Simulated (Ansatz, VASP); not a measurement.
**ZnSe: VASP beside Ansatz**

```xyz
2
Lattice="0.0000 2.9224 2.9224 2.9224 0.0000 2.9224 2.9224 2.9224 0.0000" Properties=species:S:1:pos:R:3 pbc="T T T"
Zn    0.0000    0.0000    0.0000
Se    1.4612    1.4612    1.4612
```

Alike in both runs: task single point; functional PBE; k mesh 6 × 6 × 6; no spin polarisation.

|  | VASP | Ansatz |
| --- | --- | --- |
| version | VASP 6.6.1 | Ansatz 0.2.0 |
| potentials or method | VASP PAW PBE potentials, release 64 (Zn, Se) | plane waves, PAW |
| plane-wave cutoff (eV) | 520 | 420 |
| occupations | gaussian, width 0.01 eV | fixed |
| valence electrons in the cell | 18 | 28 |

Ansatz gave:

| Quantity | Value |
| --- | --- |
| gap on the k mesh at the Fermi level (eV) | 0.93 |
| pressure (GPa) | -2.9 |

What did VASP give for the same quantities?

gap on the k mesh at the Fermi level (eV): 0.93; pressure (GPa): -2.7.

The two sets of potentials don't hold the same shells in valence.

A hybrid or GW would open this gap; PBE tends to underestimate it.
